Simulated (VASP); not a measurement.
# Rb (Fm-3m) in VASP: notebook

The runs below take Rb through single point, with r2SCAN.

Program: VASP 6.6.1. These are calculated values, not measurements. Logs are shortened: lines on timing, memory, paths and dates and some standing lists are left out, and cuts for length are marked.

### 1 Starting point

It takes space group Fm-3m (No. 225, cubic). Conventional cell: a = 7.280 Å, b = 7.280 Å, c = 7.280 Å, α = 90.00°, β = 90.00°, γ = 90.00°.

This isn't the form of Rb at room conditions, which is bcc.

### 2 Single point, r2SCAN

Input file INCAR:

```
SYSTEM = Rb
PREC = Accurate
ENCUT = 400
EDIFF = 1E-6
ISMEAR = 1
SIGMA = 0.2
LREAL = .FALSE.
LASPH = .TRUE.
NELM = 100
ALGO = Normal
ISIF = 2
LWAVE = .FALSE.
LCHARG = .FALSE.
METAGGA = R2SCAN
LMIXTAU = .TRUE.
ADDGRID = .FALSE.
```

Input file KPOINTS:

```
regular mesh
0
G
  3 3 3
  0 0 0
```

Input file POSCAR:

```
Rb
1.0
    0.0790870000      3.6559800000      3.6130310000
    3.6559400000      0.0406780000      3.6514400000
    3.6810400000      3.7194890000      0.0155780000
Rb
1
Direct
   -0.0191540000      0.0033960000      0.0084760000
```

Potentials or basis: VASP PAW PBE potentials, release 64 (Rb_sv).

Run with:

```sh
cat potpaw_PBE.64/Rb_sv/POTCAR > POTCAR
mpirun -np 1 vasp_std > vasp.out
```

OUTCAR:

```text
SYSTEM = Rb
   PREC = Accurate
   ENCUT = 400
   EDIFF = 1E-6
   ISMEAR = 1
   LREAL = .FALSE.
   LASPH = .TRUE.
   NELM = 100
   ISIF = 2
   METAGGA = R2SCAN

 Found     14 irreducible k-points:

 Following reciprocal coordinates:
            Coordinates               Weight
  0.000000  0.000000  0.000000      1.000000
  0.333333 -0.000000  0.000000      2.000000
  0.000000  0.333333  0.000000      2.000000
  0.333333  0.333333  0.000000      2.000000
 -0.333333  0.333333  0.000000      2.000000
  0.000000  0.000000  0.333333      2.000000
   k-points           NKPTS =     14   k-points in BZ     NKDIM =     14   number of bands    NBANDS=      8
   number of dos      NEDOS =    301   number of ions     NIONS =      1
   total plane-waves  NPLWV =  46656
   dimension x,y,z NGX =    36 NGY =   36 NGZ =   36
   dimension x,y,z NGXF=    72 NGYF=   72 NGZF=   72
   ions per type =               1
   NGX,Y,Z   is equivalent  to a cutoff of  11.64, 11.58, 11.44 a.u.
   NGXF,Y,Z  is equivalent  to a cutoff of  23.28, 23.16, 22.87 a.u.
 SYSTEM =  Rb
   PREC   = accura    normal or accurate (medium, high low for compatibility)
   ISTART =      0    job   : 0-new  1-cont  2-samecut
   ICHARG =      2    charge: 1-file 2-atom 10-const
   ISPIN  =      1    spin polarized calculation?
   LNONCOLLINEAR =      F non collinear calculations
   LSORBIT =      F    spin-orbit coupling
   LASPH  =      T    aspherical Exc in radial PAW
   ENCUT  =  400.0 eV  29.40 Ry    5.42 a.u.   8.38  8.43  8.53*2*pi/ulx,y,z
   NELM   =    100;   NELMIN=  2; NELMDL= -5     # of ELM steps
   EDIFF  = 0.1E-05   stopping-criterion for ELM
   LREAL  =      F    real-space projection
   EDIFFG = 0.1E-04   stopping-criterion for IOM
   NSW    =      0    number of steps for IOM
   IBRION =     -1    ionic relax: 0-MD 1-quasi-New 2-CG
   NFREE  =      0    steps in history (QN), initial steepest desc. (CG)
   ISIF   =      2    stress and relaxation
   ISYM   =      2    0-nonsym 1-usesym 2-fastsym
   POTIM  = 0.5000    time-step for ionic-motion
   TEBEG  =    0.0;   TEEND  =   0.0 temperature during run
   PSTRESS=    0.0 pullay stress
   NELECT =       9.0000    total number of electrons
   NUPDOWN=      -1.0000    fix difference up-down
   EMIN   =  10.00;   EMAX   =-10.00  energy-range for DOS
   EFERMI =   0.00;   METHOD = LEGACY
   ISMEAR =     1;   SIGMA  =   0.20  broadening in eV -4-tet -1-fermi 0-gaus
   EFERMI_NEDOS =   21; number of points for ismear=-14 and -15
   IALGO  =     38    algorithm
   IMIX   =      4    mixing-type and parameters
     AMIX     =   0.40;   BMIX     =  1.00
     AMIX_MAG =   1.60;   BMIX_MAG =  1.00
  volume/ion in A,a.u.               =      96.45       650.86
  Fermi-wavevector in a.u.,A,eV,Ry     =   0.742548  1.403213  7.501953  0.551378
  Thomas-Fermi vector in A             =   1.837453
   LORBIT       =      0    0 simple, 1 ext, 2 COOP (PROOUT), +10 PAW based schemes
   METAGGA = R2SCAN    functional components
   LHFCALC =     F    Hartree Fock is set to
   AEXX    =    0.0000 exact exchange contribution
   IVDW    =     0    specifies the selected vdW correction
   LEPSILON=     F    determine dielectric tensor
   LRPA    =     F    only Hartree local field effects (RPA)
 non-spin polarized calculation
 Methfessel and Paxton  Order N= 1 SIGMA  =   0.20
  energy-cutoff  :      400.00
  volume of cell :       96.45
 maximum number of plane-waves:      1773
 NGX is ok and might be reduce to    36
   NGX = 17   NGY = 17   NGZ = 17

 number of electron       9.0000000 magnetization

 Free energy of the ion-electron system (eV)
  ---------------------------------------------------
  ext. energy  EPLUGINS =         0.00000000
  ---------------------------------------------------
  free energy    TOTEN  =       -13.98907519 eV

  energy without entropy =      -13.98159217  energy(sigma->0) =      -13.98658085

 E-fermi :  -0.4919     XC(G=0):  -5.5879

 val. band max:       -0.5409390438   @ k =   0.3333   0.3333   0.0000
 cond. band min:       0.6131244296   @ k =  -0.3333  -0.3333   0.3333
 fundamental gap:      1.1540634734
 Fermi energy:        -0.4919339412

 k-point     1 :       0.0000    0.0000    0.0000
  band No.  band energies     occupation
      1     -30.1605      2.00000
      2     -13.6554      2.00000
      3     -13.6553      2.00000
      4     -13.6553      2.00000
      5      -2.0840      2.00000
      6       3.7820      0.00000
      7       3.8855      0.00000
      8       4.0350      0.00000

 k-point     2 :       0.3333   -0.0000    0.0000
  band No.  band energies     occupation
      1     -30.1578      2.00000
      2     -13.7197      2.00000
      3     -13.6653      2.00000
      4     -13.6639      2.00000
      5      -0.8707      2.02218
      6       1.8315     -0.00000
      7       3.7036      0.00000
      8       3.8296      0.00000

 k-point     3 :       0.0000    0.3333    0.0000
  band No.  band energies     occupation
      1     -30.1581      2.00000
      2     -13.7168      2.00000
      3     -13.6642      2.00000
      4     -13.6629      2.00000
      5      -0.9034      2.01323
      6       1.7544     -0.00000
      7       3.6882      0.00000
      8       3.9379      0.00000

 k-point     4 :       0.3333    0.3333    0.0000
  band No.  band energies     occupation
      1     -30.1573      2.00000
      2     -13.7131      2.00000
      3     -13.6787      2.00000
      4     -13.6762      2.00000
      5      -0.5409      1.40123
      6       2.2470     -0.00000
      7       2.5258     -0.00000
      8       4.1240      0.00000

 k-point     5 :      -0.3333    0.3333    0.0000
  band No.  band energies     occupation
      1     -30.1564      2.00000
      2     -13.7134      2.00000
      3     -13.7075      2.00000
      4     -13.6753      2.00000
      5       0.7459     -0.00000
      6       1.5335     -0.00000
      7       1.5891     -0.00000
      8       3.9397      0.00000

 k-point     6 :       0.0000    0.0000    0.3333
  band No.  band energies     occupation
      1     -30.1582      2.00000
      2     -13.7150      2.00000
      3     -13.6642      2.00000
      4     -13.6616      2.00000
      5      -0.9237      2.00926
      6       1.7061     -0.00000
      7       3.7709      0.00000
      8       3.9080      0.00000

 [... further k-points ...]

------------------------ aborting loop because EDIFF is reached ----------------------------------------

  FORCE on cell =-STRESS in cart. coord.  units (eV):
  Direction    XX          YY          ZZ          XY          YZ          ZX
  --------------------------------------------------------------------------------------
  -------------------------------------------------------------------------------------
  Total       -0.1213481     -0.0970073     -0.1257032     -0.0538524      0.0114084     -0.0281084
  in kB       -2.0158160     -1.6114694     -2.0881619     -0.8945876      0.1895152     -0.4669324
  external PRESSURE =      -1.9051491 kB  Pullay stress =       0.0000000 kB

 VOLUME and BASIS-vectors are now :
 -----------------------------------------------------------------------------
  energy-cutoff  :      400.00
  volume of cell :       96.45
      direct lattice vectors                 reciprocal lattice vectors
     0.079087000  3.655980000  3.613031000    -0.140810279  0.138770703  0.139437870
     3.655940000  0.040678000  3.651440000     0.138745112 -0.137882505  0.136484505
     3.681040000  3.719489000  0.015578000     0.136888613  0.133960839 -0.138549672

 POSITION                                       TOTAL-FORCE (eV/Angst)
 -----------------------------------------------------------------------------------
      0.12119      3.61762      3.55636         0.000000      0.000000     -0.000000
 -----------------------------------------------------------------------------------
    total drift:                                0.000000      0.000000     -0.000000

  FREE ENERGIE OF THE ION-ELECTRON SYSTEM (eV)
  ---------------------------------------------------
  free  energy   TOTEN  =       -13.9890751931 eV

  energy  without entropy=      -13.9815921692  energy(sigma->0) =      -13.98658085
```

Wall time 36 s (1 thread of Intel Xeon 6975P-C (Granite Rapids), shared host); peak memory 0.21 GiB.

The run converged, but some of its settings lie outside the range that counts as converged, so its numbers aren't taken as properties of the crystal.

Results:

- Free energy: -13.9891 eV
- Pressure: -0.2 GPa
- Band gap on the k mesh: none (metal or under the smearing width)

Caveat: the k mesh is coarse (spacing up to 0.51 Å⁻¹), so the values aren't converged; the PAW data sets were made with another functional, which shifts forces and pressure a little.

### 3 Single point, r2SCAN

INCAR: that of step 2 with these lines changed.

```diff
@@ -2,3 +2,3 @@
 PREC = Accurate
-ENCUT = 400
+ENCUT = 450
 EDIFF = 1E-6
```

KPOINTS is that of step 2.

Input file POSCAR:

```
Rb
1.0
    0.0000000000      3.6398846700      3.6398846700
    3.6398846700      0.0000000000      3.6398846700
    3.6398846700      3.6398846700      0.0000000000
Rb
1
Direct
    0.0000000000      0.0000000000      0.0000000000
```

Potentials or basis: VASP PAW PBE potentials, release 64 (Rb_sv).

Run with:

```sh
cat potpaw_PBE.64/Rb_sv/POTCAR > POTCAR
mpirun -np 1 vasp_std > vasp.out
```

It took 25 s on 1 thread of Intel Xeon 6975P-C (Granite Rapids), shared host; peak memory 0.21 GiB.

The run converged, but some of its settings lie outside the range that counts as converged, so its numbers aren't taken as properties of the crystal.

What came out:

```yaml
Free_energy: -13.9896 eV
Pressure: -0.1 GPa
Band_gap_on_the_k_mesh: none (metal or under the smearing width)
```

Caveat: the k mesh is coarse (spacing up to 0.50 Å⁻¹), so the values aren't converged; the PAW data sets were made with another functional, which shifts forces and pressure a little.

### 4 Single point, r2SCAN

INCAR is that of step 3.

KPOINTS is that of step 3.

Input file POSCAR:

```
Rb
1.0
    0.0790870000      3.6559800000      3.6130310000
    3.6559400000      0.0406780000      3.6514400000
    3.6810400000      3.7194890000      0.0155780000
Rb
1
Direct
   -0.0191540000      0.0033960000      0.0084760000
```

Run with:

```sh
cat potpaw_PBE.64/Rb_sv/POTCAR > POTCAR
mpirun -np 1 vasp_std > vasp.out
```

Run time: 37 s. Hardware: 1 thread of Intel Xeon 6975P-C (Granite Rapids), shared host; peak memory 0.21 GiB.

The run converged, but some of its settings lie outside the range that counts as converged, so its numbers aren't taken as properties of the crystal.

What came out:

- Free energy: -13.9887 eV
- Pressure: -0.1 GPa
- Band gap on the k mesh: none (metal or under the smearing width)

Caveat: the k mesh is coarse (spacing up to 0.51 Å⁻¹), so the values aren't converged; the PAW data sets were made with another functional, which shifts forces and pressure a little.

### 5 Single point, r2SCAN

INCAR: that of step 4 with these lines changed.

```diff
@@ -2,3 +2,3 @@
 PREC = Accurate
-ENCUT = 450
+ENCUT = 550
 EDIFF = 1E-6
```

KPOINTS is that of step 4.

Input file POSCAR:

```
Rb
1.0
    0.0000000000      3.6398846700      3.6398846700
    3.6398846700      0.0000000000      3.6398846700
    3.6398846700      3.6398846700      0.0000000000
Rb
1
Direct
    0.0000000000      0.0000000000      0.0000000000
```

Run with:

```sh
cat potpaw_PBE.64/Rb_sv/POTCAR > POTCAR
mpirun -np 1 vasp_std > vasp.out
```

It took 37 s on 1 thread of Intel Xeon 6975P-C (Granite Rapids), shared host; peak memory 0.25 GiB.

The run converged, but some of its settings lie outside the range that counts as converged, so its numbers aren't taken as properties of the crystal.

Results:

| Quantity | Value |
| --- | --- |
| Free energy | -13.9894 eV |
| Pressure | -0.1 GPa |
| Band gap on the k mesh | none (metal or under the smearing width) |

Caveat: the k mesh is coarse (spacing up to 0.50 Å⁻¹), so the values aren't converged; the PAW data sets were made with another functional, which shifts forces and pressure a little.
